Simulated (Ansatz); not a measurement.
# MnO (Fm-3m) in Ansatz: further runs

One crystal, MnO, is run at these levels: PBE+D4, PBEsol+D3(BJ), PBEsol+D4; tasks: relaxation of cell and atoms.

All numbers are computed with Ansatz 0.2.0; they aren't measurements. Logs are shortened: lines on timing, memory, paths and dates and some standing lists are left out, and cuts for length are marked.

## Step 1: The structure

The structure is cubic, space group Fm-3m (No. 225). Conventional cell: a = 4.448 Å, b = 4.448 Å, c = 4.448 Å, α = 90.00°, β = 90.00°, γ = 90.00°. Mn (site symmetry m-3m) is surrounded by 6 O at 2.22 Å. O (site symmetry m-3m) is surrounded by 6 Mn at 2.22 Å.

The cell is a database's computed one.

## Step 2: Relaxation of cell and atoms, PBE+D4, collinear spin, ferromagnetic start

input.yaml

```yaml
crystal:
  lattice:
    - [0.0, 2.2239077028, 2.2239077028]
    - [2.2239077028, 0.0, 2.2239077028]
    - [2.2239077028, 2.2239077028, 0.0]
  atoms:
    - { symbol: Mn, position: [0.0, 0.0, 0.0], spin: 4.0 }
    - { symbol: O, position: [0.5, 0.5, 0.5] }
hamiltonian:
  xc: pbe
  pseudopotentials: { kind: paw }
  dispersion: d4
magnetization:
  spin_polarized: true
kpoints:
  mp_grid: { grid: [10, 10, 10] }
scf:
  occupations: { method: fermi_dirac, width: 0.05 }
output:
  forces: true
  stress: true
relax:
  f_tol: 0.01
  max_steps: 40
  cell: { stress_tol: 0.05 }
```

Potentials or basis: Ansatz PAW.

On the command line:

```sh
ansatz run input.yaml --threads 2 --pin off --max-ram 5632MiB --backend cpu --events-out ev --progress --plain --runs-dir out
```

The log of the run:

```text
Warning: RAYON_NUM_THREADS=2 ignored (pool sized by the plan → 2); use --threads N
Engine: ansatz 0.2.0, aarch64-unknown-linux-gnu
Pseudopotentials: kind: paw
Pseudopotential: Mn, paw, valence charge 15, recommended cutoff 420 eV (normal), Mn.paw.azcp
Pseudopotential: O, paw, valence charge 6, recommended cutoff 420 eV (normal), O.paw.azcp
Functional definition: PBE
  parameter kappa = 0.804
  parameter beta = 0.06672455060314922
  exchange = pbe_x(kappa = kappa, mu = beta*pi^2/3)
  correlation = pbe_c(beta = beta)
Crystal: 2 atoms, lattice volume = 21.998 Å³
Basis set: ecut = 420 eV, 411 PW (Γ), exchange–correlation on 48×48×48 points (8 copies of the dense FFT grid, shifted against one another)
Bands: 17, of which v1, the nominal top of the filled ones, is band 11 counted from 1 (10 counted from 0)
Symmetry: 48 space group operations
Space group: Fm-3m (ITA 225), of the structure as read, at distance tolerance 2.8e-5 Å
Magnetic group: BNS 225.116 (UNI 1618), of the structure as read, at distance tolerance 2.8e-5 Å
k-points: 47 of 1000
Non-local potential: Mn, projectors of the file, l = 0: 3, l = 1: 2, l = 2: 3, l = 3: 1
Non-local potential: O, projectors of the file, l = 0: 2, l = 1: 2, l = 2: 1
PAW form: soft (Blöchl's): semilocal exchange-correlation on the pseudo side does not see the compensation charge
PAW one-centre angular grid: Mn, 590 points (default); XC on 64 Gauss nodes
PAW one-centre angular grid: O, 110 points (default); XC on 64 Gauss nodes
Initial density: superposition of atomic densities (chi_scale 0.1, normalization cell, long waves kept (reshape's long-wave potential 0.00 eV rms))
Starting moments: Σ|m| = 4 μB on 1 of 2 sites
Initial wavefunctions: pseudopotential atomic-orbital guess
Functional: x = pbe(κ = 0.804, μ = 0.2195149727645171), c = pbe(β = 0.06672455060314922)
SCF iter   1: F=—  HF=-4467.073646 eV  |F-HF|=—  |Δ(HF+E_count)|=         —  Δρ=1.32e-1 (↑1.32e-1 ↓6.99e-2)  dr2=6.54e0  dr2_m=4.97e-1  M=4.311 μB ∫|m|=4.311 μB  β_m=0.30  ethr=3.10e-3  ⟨swp⟩=3.6  Hψ=6499  notcnv=0
Mixer restart at iter 1: flushing history
preconditioner: auto → none  [metal: Δε(μ)=0.007 eV  Ē_g=12.396 eV  σ=0.050 eV  W_gap=0.03  n_scr=8 (ndim 8)  ℏωp=28.5 eV  f_vac=0.000  D(μ)=1.29/eV (n_scr^D=14)  sad-step TF]
SCF iter   2: F=—  HF=-4466.716490 eV  |F-HF|=—  |Δ(HF+E_count)|=   3.57e-1  Δρ=6.90e-2 (↑6.90e-2 ↓2.68e-2)  dr2=1.21e0  dr2_m=2.65e-1  M=4.451 μB ∫|m|=4.451 μB  β_m=0.41  ethr=3.10e-3  ⟨swp⟩=2.9  Hψ=3790  notcnv=0  defer=48
SCF iter   3: F=—  HF=-4466.762710 eV  |F-HF|=—  |Δ(HF+E_count)|=   4.62e-2  Δρ=2.08e-2 (↑2.08e-2 ↓1.68e-2)  dr2=9.83e-2  dr2_m=4.90e-2  M=4.544 μB ∫|m|=4.544 μB  β_m=0.54  ethr=3.10e-3  ⟨swp⟩=2.7  Hψ=3183  notcnv=0  defer=77
SCF iter   4: F=—  HF=-4466.785496 eV  |F-HF|=—  |Δ(HF+E_count)|=         —  Δρ=1.71e-2 (↑1.71e-2 ↓1.34e-2)  dr2=9.93e-3  dr2_m=4.33e-2  M=4.756 μB ∫|m|=4.756 μB  β_m=0.54  ethr=4.68e-4  ⟨swp⟩=2.4  Hψ=3004  notcnv=0  defer=89
Mixer restart at iter 4: flushing history
SCF iter   5: F=—  HF=-4466.805205 eV  |F-HF|=—  |Δ(HF+E_count)|=   1.97e-2  Δρ=8.43e-3 (↑6.39e-3 ↓8.43e-3)  dr2=2.66e-3  dr2_m=1.00e-2  M=4.768 μB ∫|m|=4.768 μB  β_m=0.76  ethr=4.73e-5  ⟨swp⟩=2.0  Hψ=2784  notcnv=0  defer=88
SCF iter   6: F=—  HF=-4466.819403 eV  |F-HF|=—  |Δ(HF+E_count)|=   1.42e-2  Δρ=7.11e-3 (↑7.11e-3 ↓1.09e-3)  dr2=7.36e-3  dr2_m=2.52e-3  M=4.794 μB ∫|m|=4.794 μB  β_m=0.61  ethr=1.27e-5  ⟨swp⟩=2.1  Hψ=3091  notcnv=0  defer=88
SCF iter   7: F=—  HF=-4466.815656 eV  |F-HF|=—  |Δ(HF+E_count)|=   3.75e-3  Δρ=6.26e-4 (↑2.14e-4 ↓6.26e-4)  dr2=1.39e-4  dr2_m=2.24e-5  M=4.792 μB ∫|m|=4.792 μB  β_m=0.63  ethr=1.27e-5  ⟨swp⟩=2.0  Hψ=3531  notcnv=0  defer=89
SCF iter   8: F=—  HF=-4466.815644 eV  |F-HF|=—  |Δ(HF+E_count)|=   1.19e-5  Δρ=4.11e-4 (↑4.11e-4 ↓2.11e-4)  dr2=3.99e-5  dr2_m=4.78e-6  M=4.792 μB ∫|m|=4.792 μB  β_m=0.60  ethr=6.61e-7  ⟨swp⟩=2.0  Hψ=2214  notcnv=0  defer=89
[... 84 lines left out ...]
SCF 7 converged in 6 iterations: F = -4466.822937 eV  dr2 = 1.27e-8
relax step   7: F+E_penalty+E_count = -4466.82293668 eV  Δ(F+E_penalty+E_count) = -2.211e-4 eV  max|allowed force component| = 2.613e-30 eV/Å  Δτ_max = 0.0000 Å  P = +0.003 GPa  Ω = 21.235 Å³  energy of the carried Pulay correction = +1.937e-4 eV  (6 SCF iters, dr2 threshold 7.96e-8 eV, accepted)
iter 1 solved again at ethr=6.93e-10 eV; its pass at ethr=3.10e-3 eV (dr2=1.46e-7 eV) is discarded
SCF iter   1: F=—  HF=-4466.822632 eV  |F-HF|=—  |Δ(HF+E_count)|=         —  Δρ=2.89e-5 (↑2.89e-5 ↓2.35e-5)  dr2=1.89e-7  dr2_m=4.03e-8  M=4.676 μB ∫|m|=4.676 μB  β_m=0.65  ethr=6.93e-10  ⟨swp⟩=3.1  Hψ=11414  notcnv=0
preconditioner: auto → none  [metal: Δε(μ)=0.021 eV  Ē_g=13.447 eV  σ=0.050 eV  W_gap=0.11  n_scr=0 (ndim 8)  ℏωp=29.1 eV  f_vac=0.000  D(μ)=1.40/eV (n_scr^D=14)]
SCF iter   2: F=—  HF=-4466.822632 eV  |F-HF|=—  |Δ(HF+E_count)|=   1.37e-7  Δρ=1.80e-5 (↑1.80e-5 ↓1.55e-5)  dr2=1.73e-7  dr2_m=8.84e-10  M=4.676 μB ∫|m|=4.676 μB  β_m=0.36  ethr=6.93e-10  ⟨swp⟩=2.0  Hψ=2215  notcnv=0
SCF iter   3: F=—  HF=-4466.822632 eV  |F-HF|=—  |Δ(HF+E_count)|=   3.82e-8  Δρ=6.33e-6 (↑6.33e-6 ↓5.82e-6)  dr2=8.98e-9  dr2_m=5.38e-10  M=4.676 μB ∫|m|=4.676 μB  β_m=0.58  ethr=6.93e-10  ⟨swp⟩=2.0  Hψ=2169  notcnv=0
SCF iter   4: F=—  HF=-4466.822632 eV  |F-HF|=—  |Δ(HF+E_count)|=   5.19e-8  Δρ=2.05e-6 (↑2.05e-6 ↓1.65e-6)  dr2=1.73e-9  dr2_m=3.13e-11  M=4.676 μB ∫|m|=4.676 μB  β_m=0.60  ethr=4.27e-11  ⟨swp⟩=2.0  Hψ=2204  notcnv=0
SCF iter   5: F=—  HF=-4466.822632 eV  |F-HF|=—  |Δ(HF+E_count)|=   5.87e-9  Δρ=1.65e-6 (↑1.65e-6 ↓7.49e-7)  dr2=3.16e-10  dr2_m=2.21e-10  M=4.676 μB ∫|m|=4.676 μB  β_m=0.68  ethr=8.24e-12  ⟨swp⟩=2.0  Hψ=2208  notcnv=0
SCF iter   6: F=—  HF=-4466.822632 eV  |F-HF|=—  |Δ(HF+E_count)|=  6.75e-10  Δρ=2.52e-7 (↑2.52e-7 ↓1.71e-7)  dr2=2.17e-11  dr2_m=3.95e-12  M=4.676 μB ∫|m|=4.676 μB  β_m=0.71  ethr=1.50e-12  ⟨swp⟩=2.4  Hψ=2370  notcnv=0
SCF iter   7: F=—  HF=-4466.822632 eV  |F-HF|=—  |Δ(HF+E_count)|=  1.73e-11  Δρ=3.12e-8 (↑1.69e-8 ↓3.12e-8)  dr2=1.83e-13  dr2_m=7.69e-14  M=4.676 μB ∫|m|=4.676 μB  β_m=0.86  ethr=1.00e-12  ⟨swp⟩=1.2  Hψ=1631  notcnv=0
SCF iter   8: F=-4466.822632 eV  HF=-4466.822632 eV  |F-HF|=0.00e0  |Δ(HF+E_count)|=    0.00e0  Δρ=6.53e-9 (↑6.53e-9 ↓6.03e-9)  dr2=7.12e-15  dr2_m=5.85e-15  M=4.676 μB ∫|m|=4.676 μB  ethr=1.00e-12  ⟨swp⟩=2.7  Hψ=5158  notcnv=0
WARN: dispersion: an atom stands within reach of a switch of its C6 between two reference coordination numbers of its element: through that C6 alone, e_disp changes by 0.025 eV or more while the distances to its neighbours run over a stretch of 0.05 Å that contains this geometry (sites counted from 0 in the run's list of atoms or, in a supercell that it derives, in that cell's: here a list of 2) — site 0 (Mn): coordination number 4.757 (about 3.81 to 5.70 with every neighbour 0.05 Å farther or nearer), switch near 5.119 between the references 1.459 (weight 1.00) and 8.780 (weight 0.00), e_disp changing by some 0.20 eV. This is how the published method behaves, and the energy and the forces stay consistent. Where you compare this geometry's total energy with another's, compare their components.e_disp too, and, where the geometries are yours to choose, keep both on one side of the switch, which a site's coordination number tells: a relaxation that ends in reach of it can search the other side under relax.adjacent_minimum: search, except where no move that the cell, the constraints and the symmetry allow carries the atom there
SCF 8 converged in 8 iterations: F = -4466.822632 eV  dr2 = 7.12e-15
relax step   8: F+E_penalty+E_count = -4466.82263173 eV  Δ(F+E_penalty+E_count) = +3.049e-4 eV  max|allowed force component| = 7.428e-30 eV/Å  Δτ_max = 0.0000 Å  P = -0.005 GPa  Ω = 21.235 Å³  stress off target by 5.12e-3 GPa  SCF on the basis re-selected at this cell (its energy is not comparable with the rows above)  (8 SCF iters)
basis re-selected at this cell: Δ(F+E_penalty+E_count) = +3.049e-4 eV, ΔP = -0.008 GPa vs the last step (what re-selecting the basis moved, of the pressure what is left beyond the Pulay correction that the steps carried, after the strain that the cell walked since its last selection, with what the two solves' SCF thresholds leave and, on support functions, any second-order correction that the steps lacked; it is no measure of the basis error at this ecutwfc). This SCF's stress stands 5.12e-3 GPa from its target on what of the cell is left free (relax.cell.stress_tol is 5.00e-2 GPa) and its largest allowed force component is 7.43e-30 eV/Å (relax.f_tol is 1.00e-2 eV/Å): within both
SCF converged after 8 iterations
Magnetization: 4.6765 μB (12.8382 up, 8.1618 down)
Absolute magnetization: 4.6765 μB (∫|ρ↑−ρ↓|, with the PAW one-centre terms)
Spin contamination: 0.0128 ħ² per cell (⟨S²⟩ above its minimum at these occupations)
Per-site moments (μB) at R_I (Å): [(3.9616192740073455, 0.9066369646504502), (0.2258770303909264, 0.9066369646504502)]
Free energy (F): -4466.822632 eV
Harris-Foulkes:  -4466.822632 eV  (|F-HF|=0.00e0)
Internal energy: -4466.811939 eV  (E = F + TS)
E sigma→0 (E₀):  -4466.817285 eV
Entropy (-TS):   -0.010693 eV (-5.346 meV/atom)
Fermi energy:    14.061082 eV
--- Per-component energies (eV) ---
  E_band       = -236.238794
  E_kinetic    = 475.192544
  E_local      = -2192.074889  (includes V_loc(G=0)·N_el)
  E_nonlocal   = 302.429900
  E_hartree    = 880.267101
  E_xc         = -184.891607
  E_vxc        = -236.235796  (∫ρ·V_xc dr)
  E_paw        = -1465.837502  (= ΣΔE_a)
  E_vpaw       = -346.087155  (= ΣTr[D̂ρ^β])
  E_aug_tail   = 0.002403  (compensation charges beyond the density's cutoff)
  E_ewald      = -2281.242136
  E_disp       = -0.657753  (pairwise vdW)
  E_smearing   = -0.010693  (= −TS)
  E_closure    = 0.000000  (closes the sum)
  Σ components = -4466.822632   (vs F -4466.822632, Δ=0.00e0)
--- Forces (eV/Å), atoms counted from 1 ---
  atom   1  Mn    -0.00000000     0.00000000     0.00000000
  atom   2  O      0.00000000     0.00000000     0.00000000
  max |Σ_I F_I| component: 1.25e-29 eV/Å
--- Stress (GPa, compression-positive) ---
       -0.005116      -0.000000      -0.000000
       -0.000000      -0.005116      -0.000000
       -0.000000       0.000000      -0.005116
  P = ⅓ Tr σ = -0.0051 GPa (-0.051 kbar)
--- Relaxed structure (6 steps of the walk, 6 accepted, 2 SCFs on fresh bases) ---
  F+E_penalty+E_count = -4466.82263173 eV   max|allowed force component| = 7.428e-30 eV/Å   (the final SCF, on the basis selected at the relaxed cell)
  cell:  # Å, volume = 21.2353 Å³
    - [8.399393120575787e-34, 2.1979077930920004, 2.1979077930920004]
    - [2.1979077930920004, 2.40676805515308e-33, 2.1979077930920004]
    - [2.1979077930920004, 2.1979077930920004, 8.789516756744892e-34]
  atoms:
    - { symbol: Mn, position: [-1.1276193155337379e-36, -3.015162574234444e-47, 5.863620440947198e-36] }
    - { symbol: O, position: [0.5, 0.5, 0.5] }
```

Wall time 14 s (2 threads of Arm Neoverse V1, shared host); peak memory 0.3 GiB.

Results:

- Free energy: -4466.8226 eV
- Relaxed volume: 10.62 Å³/atom
- Relaxed cell: a = 3.108 Å, b = 3.108 Å, c = 3.108 Å, α = 60.00°, β = 60.00°, γ = 60.00°
- Space group after relaxing (to 0.05 Å): Fm-3m (No. 225)
- Energy gained by relaxing: 3.5 meV/atom
- Ionic steps: 8
- Pressure after relaxing: 0.0 GPa
- Net moment: 4.68 μB per cell
- Absolute moment: 4.68 μB per cell
- Site moments: Mn +3.96; O +0.23 μB

The path:
```
step  energy change (eV)  largest force (eV/Å)  volume (Å³)
   1              0.0000                0.0000        22.00
   2             -0.0063                0.0000        21.66
   3             -0.0088                0.0000        21.40
   4             -0.0093                0.0000        21.30
   5             -0.0094                0.0000        21.28
   6             -0.0071                0.0000        21.28
   7             -0.0073                0.0000        21.24
   8             -0.0070                0.0000        21.24
```

Final structure:
```
Mn O
1.0
     0.00000    2.19791    2.19791
     2.19791    0.00000    2.19791
     2.19791    2.19791    0.00000
Mn O
1 1
Direct
  0.00000 0.00000 0.00000
  0.50000 0.50000 0.50000
```

Caveat: the plane-wave basis is chosen anew once the cell has moved, so the energies of steps on either side of that aren't comparable; the pressure holds a Pulay correction of +0.6 GPa for the finite cutoff; a cell with one magnetic atom can't hold antiferromagnetic order, which such compounds often take.

[end of part 1 of 2]
